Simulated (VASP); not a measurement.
## CdF2 in VASP 6.6.1, single-point calculation

INCAR

```
NBANDS = 20
LCHARG = .FALSE.
NSW = 0
LASPH = .TRUE.
GGA = PE
IVDW = 10
ISIF = 2
ENCUT = 520
ISMEAR = -1
IBRION = -1
SIGMA = 0.02
NELM = 73
PREC = Accurate
LREAL = .FALSE.
LWAVE = .FALSE.
EDIFF = 1E-7
```

KPOINTS

```
KPOINTS created by Atomic Simulation Environment
0
Gamma
8 8 8
0 0 0
```

POSCAR

```
Cd F
 1.0000000000000000
     0.2382738233000000    2.7977426203000002    2.7977426203000002
     2.7977426203000002    0.2382738233000000    2.7977426203000002
     2.7977426203000002    2.7977426203000002    0.2382738233000000
 Cd  F
   1   2
Cartesian
  0.0000000000000000 -0.0000000000000000  0.0000000000000000
  1.4372823020626426  1.4372823020626428  1.4372823020626428
  4.3964767618373575  4.3964767618373575  4.3964767618373566
```

The recommended PBE PAW datasets give the neutral cell 26 valence electrons.

Command

```
mpirun -np 1 vasp_std
```

OSZICAR

```
N       E                     dE             d eps       ncg     rms          rms(c)
DAV:   1     0.197057317905E+03    0.19706E+03   -0.15691E+04  2696   0.133E+03
DAV:   2    -0.418264781185E+01   -0.20124E+03   -0.19286E+03  2820   0.346E+02
DAV:   3    -0.123938059157E+02   -0.82112E+01   -0.81868E+01  2996   0.765E+01
DAV:   4    -0.124285336586E+02   -0.34728E-01   -0.34726E-01  2768   0.511E+00
DAV:   5    -0.124286558612E+02   -0.12220E-03   -0.12220E-03  2976   0.273E-01    0.109E+01
DAV:   6    -0.107138063345E+02    0.17148E+01   -0.38509E+00  3364   0.374E+01    0.798E+00
DAV:   7    -0.107631830618E+02   -0.49377E-01   -0.91910E-01  2688   0.875E+00    0.458E+00
DAV:   8    -0.107578483993E+02    0.53347E-02   -0.13826E-01  2716   0.362E+00    0.721E-01
DAV:   9    -0.107485930687E+02    0.92553E-02   -0.35697E-02  3156   0.250E+00    0.899E-02
DAV:  10    -0.107491628661E+02   -0.56980E-03   -0.30216E-03  2688   0.598E-01    0.123E-01
DAV:  11    -0.107492570932E+02   -0.94227E-04   -0.11048E-04  2880   0.996E-02    0.346E-02
DAV:  12    -0.107492774842E+02   -0.20391E-04   -0.22972E-05  2688   0.470E-02    0.201E-02
DAV:  13    -0.107492794544E+02   -0.19702E-05   -0.67345E-06  2864   0.223E-02    0.433E-03
DAV:  14    -0.107492793056E+02    0.14879E-06   -0.77197E-07  2784   0.118E-02    0.531E-04
DAV:  15    -0.107492793208E+02   -0.15283E-07   -0.53613E-08  2304   0.269E-03
   1 F= -.11493122E+02 E0= -.11493122E+02  d E =-.355315E-11
```

Standard output (part)

```
POSCAR found type information on POSCAR CdF
 POSCAR found :  2 types and       3 ions
 LDA part: xc-table for (Slater+PW92), standard interpolation
 POSCAR, INCAR and KPOINTS ok, starting setup
 WAVECAR not read
 entering main loop
```

From OUTCAR

```
k-points           NKPTS =     65   k-points in BZ     NKDIM =     65   number of bands    NBANDS=     20

   NELECT =      26.0000    total number of electrons

   dimension x,y,z NGX =    30 NGY =   30 NGZ =   30
   dimension x,y,z NGXF=    60 NGYF=   60 NGZF=   60

  energy-cutoff  :      520.00
  volume of cell :       38.22
      direct lattice vectors                 reciprocal lattice vectors
     0.238273823  2.797742620  2.797742620    -0.203332028  0.187374044  0.187374044
     2.797742620  0.238273823  2.797742620     0.187374044 -0.203332028  0.187374044
     2.797742620  2.797742620  0.238273823     0.187374044  0.187374044 -0.203332028

 k-points in reciprocal lattice and weights: KPOINTS created by Atomic Simulation Env
   0.00000000  0.00000000  0.00000000       0.002
   0.12500000  0.00000000  0.00000000       0.012
   0.25000000  0.00000000  0.00000000       0.012
   0.37500000  0.00000000  0.00000000       0.012
   0.50000000  0.00000000  0.00000000       0.006
   0.12500000  0.12500000  0.00000000       0.012
   0.25000000  0.12500000  0.00000000       0.023
   0.37500000  0.12500000  0.00000000       0.023
   ...

 E-fermi :  -0.6631

 k-point     1 :       0.0000    0.0000    0.0000
  band No.  band energies     occupation
      1     -22.0941      2.00000
      2     -20.9511      2.00000
      3      -6.8679      2.00000
      4      -6.8679      2.00000
      5      -6.7995      2.00000
      6      -5.5233      2.00000
      7      -5.5233      2.00000
      8      -2.2949      2.00000
      9      -2.2949      2.00000
     10      -2.0139      2.00000
     11      -1.9677      2.00000
     12      -1.4487      2.00000
     13      -1.4487      2.00000
     14       2.0481      0.00000
     15      10.2759      0.00000
     16      12.5859      0.00000
     17      12.5859      0.00000
     18      16.6369      0.00000
     19      19.0622      0.00000
     20      19.0622      0.00000

 k-point     2 :       0.1250    0.0000    0.0000
  band No.  band energies     occupation
      1     -22.0395      2.00000
      2     -20.9976      2.00000
      3      -6.7986      2.00000
      4      -6.7514      2.00000
      5      -6.6652      2.00000
      6      -5.5580      2.00000
      7      -5.5484      2.00000
      8      -2.7194      2.00000
      9      -2.3476      2.00000
     10      -2.2095      2.00000
     11      -2.0011      2.00000
     12      -1.5114      2.00000
     13      -1.4904      2.00000
     14       2.6639      0.00000
     15      10.4976      0.00000
     16      11.7371      0.00000
     17      12.7914      0.00000
     18      17.5728      0.00000
     19      18.2998      0.00000
     20      18.7653      0.00000

 k-point     3 :       0.2500    0.0000    0.0000
  band No.  band energies     occupation
      1     -21.8928      2.00000
      2     -21.1214      2.00000
      3      -6.6427      2.00000
      4      -6.5772      2.00000
      5      -6.1938      2.00000
      6      -5.6144      2.00000
      7      -5.5654      2.00000
      8      -3.4384      2.00000
      9      -2.5686      2.00000
     10      -2.5584      2.00000
     11      -2.3732      2.00000
     12      -1.6460      2.00000
     13      -1.5389      2.00000
     14       4.0463      0.00000
     15      10.0593      0.00000
     16      11.5572      0.00000
     17      13.2929      0.00000
     18      17.1416      0.00000
     19      18.2186      0.00000
     20      18.3262      0.00000

 ...

  Total       1.48229     1.48229     1.48229    -0.46569    -0.46569    -0.46569
  in kB      62.14356    62.14356    62.14356   -19.52369   -19.52369   -19.52369
  external pressure =       62.14 kB  Pullay stress =        0.00 kB

 POSITION                                       TOTAL-FORCE (eV/Angst)
 -----------------------------------------------------------------------------------
      0.00000      0.00000      0.00000        -0.000000      0.000000     -0.000000
      1.43728      1.43728      1.43728        -0.040975     -0.040975     -0.040975
      4.39648      4.39648      4.39648         0.040975      0.040975      0.040975
 -----------------------------------------------------------------------------------
    total drift:                                0.000000      0.000000      0.000000

  FREE ENERGIE OF THE ION-ELECTRON SYSTEM (eV)
  ---------------------------------------------------
  free  energy   TOTEN  =       -11.4931224390 eV

  energy  without entropy=      -11.4931224390  energy(sigma->0) =      -11.49312244
```

It converged. Results: gap between bands v and c on the k mesh 3.16 eV; least direct gap on the k mesh 3.50 eV; pressure 6.2 GPa; largest force 0.07 eV/Å. Band v is the last that the valence electrons fill when counted band by band, and c is the next.

For comparison, a separate PBE run of the intended cell, on usual settings and not on those above, gives a gap of 3.16 eV on its mesh and a pressure of 10.4 GPa.

The run above took about 45 s on one core of a shared host (Intel Xeon Platinum 8488C) and held 0.19 GiB at most.
